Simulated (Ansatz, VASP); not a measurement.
# Mg: VASP beside Ansatz

The input INCAR:

```
SYSTEM = Mg
PREC = Accurate
ENCUT = 600
EDIFF = 1E-6
ISMEAR = 0
SIGMA = 0.1
LREAL = .False.
LASPH = .True.
NELM = 80
ALGO = Normal
ISIF = 3
LWAVE = .False.
LCHARG = .False.
GGA = PE
IBRION = 2
NSW = 90
EDIFFG = -0.04
```

Contents of KPOINTS:

```
Automatic mesh
0
Gamma
  4 4 4
  0 0 0
```

File POSCAR:

```
Mg
1.0
    0.0000000000      3.4620473500      3.4620473500
    3.4620473500      0.0000000000      3.4620473500
    3.4620473500      3.4620473500      0.0000000000
Mg
3
Direct
    0.2500000000      0.2500000000      0.2500000000
    0.5000000000      0.5000000000      0.5000000000
    0.7500000000      0.7500000000      0.7500000000
```

Input for Ansatz:

```yaml
crystal:
  lattice:
    - [0.0, 3.46204735, 3.46204735]
    - [3.46204735, 0.0, 3.46204735]
    - [3.46204735, 3.46204735, 0.0]
  atoms:
    - { symbol: Mg, position: [0.25, 0.25, 0.25] }
    - { symbol: Mg, position: [0.5, 0.5, 0.5] }
    - { symbol: Mg, position: [0.75, 0.75, 0.75] }
basis:
  ecutwfc: 420
kpoints:
  mp_grid: { grid: [4, 4, 4] }
hamiltonian:
  xc: pbe
scf:
  occupations: { method: gaussian, width: 0.1 }
  lower_state_search: "off"
output:
  forces: true
  stress: true
  eigenvalues: true
relax:
  adjacent_minimum: "off"
  f_tol: 0.04
  max_steps: 70
  cell: { stress_tol: 0.4 }
```

Alike in both runs: task relaxation of cell and atoms; functional PBE; k mesh 4 × 4 × 4; occupations gaussian, width 0.1 eV; no spin polarisation.

|  | VASP | Ansatz |
| --- | --- | --- |
| version | VASP 6.6.1 | Ansatz 0.2.0 |
| potentials or method | VASP PAW PBE potentials, release 64 (Mg) | scalar-relativistic, plane waves, PAW |
| plane-wave cutoff (eV) | 600 | 420 |
| valence electrons in the cell | 6 | 30 |

Ansatz gave:

```
gap on the k mesh at the Fermi level, each at its own relaxed structure (eV) : none
relaxed volume (Å³/atom)                                                     : 28.07
relaxed cell length with the largest relative difference (Å)                 : 4.920
```

Q: Which values does VASP return?

A: gap on the k mesh at the Fermi level, each at its own relaxed structure (eV): none; relaxed volume (Å³/atom): 28.00; relaxed cell length with the largest relative difference (Å): 4.916.

A gap of «none» marks a metal or a gap that the smearing closes. The two sets of potentials don't hold the same shells in valence.

Caveats: the k mesh is coarse (spacing up to 0.39 Å⁻¹), so the values aren't converged.
